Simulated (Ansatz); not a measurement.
Carrier properties of BeO (P6_3mc)

Data:

```
BeO
1.0
    2.71613     0.00000     0.00000
   -1.35806     2.35223     0.00000
    0.00000     0.00000     4.17899
Be O
2 2
Direct
  0.33333   0.66667   0.99477
  0.66667   0.33333   0.49477
  0.33333   0.66667   0.38023
  0.66667   0.33333   0.88023
```

All values below come from PBE, rigid bands (plane waves, PAW, scalar-relativistic; Ansatz, a first-principles code). Condition of this run: uniaxial stress along c of 20 GPa (compression positive) (the target of the relaxation). Cell: cell and atoms relaxed with PBEsol, then loaded as said.

```
Quantity                                                                                                                                                          Result
---------------------------------------------------------------------------------------------------------------------------------------  -------------------------------
band gap                                                                                                                                                         7.71 eV
electron conductivity mass (300 K, dilute)                                                                                               0.62 (x), 0.62 (y), 0.68 (z) mₑ
hole conductivity mass (300 K, dilute)                                                                                                     2.6 (x), 2.6 (y), 0.52 (z) mₑ
effective density of states N_c (300 K)                                                                                                                      1.2e19 cm⁻³
effective density of states N_v (300 K)                                                                                                                      4.6e19 cm⁻³
density-of-states mass, electrons                                                                                                                                0.63 mₑ
density-of-states mass, holes                                                                                                                                    1.49 mₑ
Seebeck coefficient, n-type 1e19 cm⁻³, 300 K                                                                                                                   -241 μV/K
best n-type power factor at 300 K for τ = 10 fs (best axis; densities from 1e16 to 1e21 cm⁻³ tried, whether or not they can be reached)      3.3 μW/(cm·K²) at 3e19 cm⁻³
Seebeck coefficient, p-type 1e19 cm⁻³, 300 K                                                                                                                    347 μV/K
best p-type power factor at 300 K for τ = 10 fs (best axis; densities from 1e16 to 1e21 cm⁻³ tried, whether or not they can be reached)     12.2 μW/(cm·K²) at 1e20 cm⁻³
```

Rigid bands; masses and Seebeck coefficients take one relaxation time τ for all states and one kind of carrier; polarons and phonon drag are left out. Spin-orbit coupling is left out. Geometry: cell and atoms relaxed with PBEsol.
